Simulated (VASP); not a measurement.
Here is a VASP 6.6.1 calculation.

Contents of run.py:

```python
from ase.calculators.vasp import Vasp
from ase.dft.bandgap import bandgap
from ase.spacegroup import crystal

atoms = crystal(
    ['Sb'],
    basis=[[0.0, 0.0, 0.76651]],
    spacegroup=166,
    setting=1,
    cellpar=[4.3084, 4.3084, 11.274, 90.0, 90.0, 120.0],
    primitive_cell=True,
)
calc = Vasp(
    directory='calc',
    xc='pbesol',
    pp='PBE',
    setups='recommended',
    prec='Accurate',
    encut=520,
    ediff=1e-06,
    ismear=0,
    sigma=0.1,
    lreal=False,
    lasph=True,
    nelm=80,
    algo='Fast',
    isif=2,
    lwave=False,
    lcharg=False,
    kpts=[8, 8, 8],
    gamma=True,
)
atoms.calc = calc

print('energy (eV):', atoms.get_potential_energy())
print('free energy (eV):', atoms.get_potential_energy(force_consistent=True))
print('forces (eV/A):')
print(atoms.get_forces())
print('stress (eV/A^3, Voigt):', atoms.get_stress())
print('Fermi level (eV):', calc.get_fermi_level())
gap, top, bottom = bandgap(calc)
print('band gap (eV):', gap, 'from (spin, k, band)', top, 'to', bottom)
```

Potentials or basis: VASP PAW PBE potentials, release 64 (Sb).

Run with:

```bash
$ python run.py
```

Problem. What does it give for the band gap on the k mesh?

Solution. None (metal or under the smearing width).

Problem. Predict the pressure.

Solution. 0.2 GPa.

Stress tensor (GPa, compression positive):
```
 0.42  0.00  0.00
 0.00  0.42  0.00
 0.00  0.00 -0.24
```

Caveat: the PAW data sets were made with another functional, which shifts forces and pressure a little. The run has no spin-orbit coupling, so splittings on Sb are missing.
